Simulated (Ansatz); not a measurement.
The system is Sn.

```
Sn
1.0
     0.00000    3.23334    3.23334
     3.23334    0.00000    3.23334
     3.23334    3.23334    0.00000
Sn
2
Direct
  0.75000 0.75000 0.75000
  0.50000 0.50000 0.50000
```

This isn't the form of Sn at room conditions, which is tetragonal (white tin).

A run of Ansatz 0.2.0 on this cell left the log below. Logs are shortened: lines on timing, memory, paths and dates and some standing lists are left out, and cuts for length are marked.

```text
Warning: RAYON_NUM_THREADS=2 ignored (pool sized by the plan → 2); use --threads N
Engine: ansatz 0.2.0, x86_64-unknown-linux-gnu
Pseudopotentials: kind: paw
Pseudopotential: Sn, paw, valence charge 14, recommended cutoff 420 eV (normal), Sn.paw.azcp
Functional definition: PBE
  parameter kappa = 0.804
  parameter beta = 0.06672455060314922
  exchange = pbe_x(kappa = kappa, mu = beta*pi^2/3)
  correlation = pbe_c(beta = beta)
Crystal: 2 atoms, lattice volume = 67.606 Å³
Basis set: ecut = 420 eV, 1363 PW (Γ), exchange–correlation on 64×64×64 points (8 copies of the dense FFT grid, shifted against one another)
Bands: 18, of which v1, the nominal top of the filled ones, is band 14 counted from 1 (13 counted from 0)
Symmetry: 48 space group operations
Space group: Fd-3m (ITA 227), of the structure as read, at distance tolerance 4.1e-5 Å
k-points: 20 of 343
Non-local potential: Sn, projectors of the file, l = 0: 2, l = 1: 2, l = 2: 2, l = 3: 2
PAW form: soft (Blöchl's): semilocal exchange-correlation on the pseudo side does not see the compensation charge
PAW one-centre angular grid: Sn, 590 points (default); XC on 64 Gauss nodes
Initial density: superposition of atomic densities (neutral atoms: chi_scale 0, normalization atom), corrected by the library's trained network
Initial wavefunctions: pseudopotential atomic-orbital guess
Functional: x = pbe(κ = 0.804, μ = 0.2195149727645171), c = pbe(β = 0.06672455060314922)
SCF iter   1: F=—  HF=-12048.342499 eV  |F-HF|=—  |Δ(HF+E_count)|=         —  Δρ=6.64e-4  dr2=2.65e-4  ethr=1.77e-3  ⟨swp⟩=6.2  Hψ=1959  notcnv=0
preconditioner: auto → LDOS  [insulator: Δε(μ)=0.324 eV  Ē_g=20.191 eV  σ=0.014 eV  W_gap=0.75  n_scr=14 (ndim 8)  ℏωp=23.9 eV  f_vac=0.091  D(μ)=1.50/eV (n_scr^D=14)  ε∞_Penn≈2.4  β→1.0]
SCF iter   2: F=—  HF=-12048.341758 eV  |F-HF|=—  |Δ(HF+E_count)|=   7.40e-4  Δρ=7.35e-4  dr2=3.59e-4  ethr=9.46e-7  ⟨swp⟩=2.0  Hψ=880  notcnv=0
SCF iter   3: F=—  HF=-12048.341587 eV  |F-HF|=—  |Δ(HF+E_count)|=   1.71e-4  Δρ=1.47e-4  dr2=3.42e-5  ethr=9.46e-7  ⟨swp⟩=2.0  Hψ=719  notcnv=0
SCF iter   4: F=—  HF=-12048.341615 eV  |F-HF|=—  |Δ(HF+E_count)|=   2.82e-5  Δρ=1.61e-4  dr2=1.10e-5  ethr=1.22e-7  ⟨swp⟩=2.0  Hψ=668  notcnv=0
SCF iter   5: F=—  HF=-12048.341610 eV  |F-HF|=—  |Δ(HF+E_count)|=   5.38e-6  Δρ=2.82e-5  dr2=3.33e-7  ethr=3.91e-8  ⟨swp⟩=2.0  Hψ=570  notcnv=0
SCF iter   6: F=-12048.341610 eV  HF=-12048.341610 eV  |F-HF|=3.71e-10  |Δ(HF+E_count)|=   1.89e-7  Δρ=1.16e-6  dr2=4.59e-10  ethr=3.57e-10  ⟨swp⟩=5.8  Hψ=1656  notcnv=0
SCF 1 converged in 6 iterations: F = -12048.341610 eV  dr2 = 4.59e-10
  greatest PAW one-centre occupation: 0.990 electrons in one spin orbital (limit 2), on the Sn atom at site 1 (counted from 0), in its partial waves of l = 2
SCF converged after 6 iterations
Free energy (F): -12048.341610 eV
Harris-Foulkes:  -12048.341610 eV  (|F-HF|=3.71e-10)
Internal energy: -12048.341463 eV  (E = F + TS)
E sigma→0 (E₀):  -12048.341536 eV
Entropy (-TS):   -0.000147 eV (-0.073 meV/atom)
Fermi energy:    8.010027 eV
--- Per-component energies (eV) ---
  E_band       = -244.621266
  E_kinetic    = 375.353921
  E_local      = -2288.345836  (includes V_loc(G=0)·N_el)
  E_nonlocal   = -63.817083
  E_hartree    = 1319.934464
  E_xc         = -764.303539
  E_vxc        = -191.374376  (∫ρ·V_xc dr)
  E_paw        = -8276.140712  (= ΣΔE_a)
  E_vpaw       = -716.306921  (= ΣTr[D̂ρ^β])
  E_aug_tail   = -0.000001  (compensation charges beyond the density's cutoff)
  E_ewald      = -2351.022677
  E_smearing   = -0.000147  (= −TS)
  E_closure    = -0.000000  (closes the sum)
  Σ components = -12048.341610   (vs F -12048.341610, Δ=0.00e0)
--- Forces (eV/Å), atoms counted from 1 ---
  atom   1  Sn    -0.00000000     0.00000000     0.00000000
  atom   2  Sn    -0.00000000    -0.00000000    -0.00000000
  max |Σ_I F_I| component: 1.73e-17 eV/Å
--- Stress (GPa, compression-positive) ---
        3.829439       0.000000      -0.000000
        0.000000       3.829439       0.000000
        0.000000      -0.000000       3.829439
  P = ⅓ Tr σ = 3.8294 GPa (38.294 kbar)
--- Band table (eV; the first three rows and the last of 20) ---
  k-point 0: bands = ["-13.7379", "-13.7379", "-13.7379", "-13.6770", "-13.6770", "-13.3583", "-13.3583", "-13.3583", "-13.3484", "-13.3484", "-2.7078", "7.4088", "8.0544", "8.0544", "8.0544", "10.1293", "10.1293", "10.1293"]
  k-point 1: bands = ["-13.7514", "-13.7514", "-13.7329", "-13.6575", "-13.6575", "-13.3844", "-13.3844", "-13.3646", "-13.3258", "-13.3258", "-2.5088", "5.5430", "7.6970", "7.6970", "8.5892", "10.5863", "10.5863", "11.0536"]
  k-point 2: bands = ["-13.7674", "-13.7674", "-13.7215", "-13.6300", "-13.6300", "-13.4081", "-13.4081", "-13.3791", "-13.3085", "-13.3085", "-1.9431", "3.4358", "7.1746", "7.1746", "8.2622", "11.1261", "11.1261", "13.0492"]
  k-point 19: bands = ["-13.8131", "-13.8001", "-13.6280", "-13.5581", "-13.5390", "-13.5056", "-13.4998", "-13.4452", "-13.2701", "-13.2574", "0.0294", "0.9321", "4.5938", "5.4141", "10.1929", "11.9233", "12.5361", "12.5410"]
```

Problem. Write the input and the command behind it.

Solution. Single point with PBE, no spin polarisation. The files as run (others can give the same):

input.yaml
```yaml
crystal:
  lattice:
    - [0.0, 3.2333428, 3.2333428]
    - [3.2333428, 0.0, 3.2333428]
    - [3.2333428, 3.2333428, 0.0]
  atoms:
    - { symbol: Sn, position: [0.75, 0.75, 0.75] }
    - { symbol: Sn, position: [0.5, 0.5, 0.5] }
hamiltonian:
  xc: pbe
  pseudopotentials: { kind: paw }
kpoints:
  mp_grid: { grid: [7, 7, 7] }
scf:
  occupations: { method: gaussian, width: 0.014 }
output:
  forces: true
  stress: true
  eigenvalues: true
```

Potentials or basis: Ansatz PAW.
Launch:
```console
$ ansatz run input.yaml --threads 2 --pin off --max-ram 5632MiB --backend cpu --events-out ev --progress --plain --runs-dir out
```
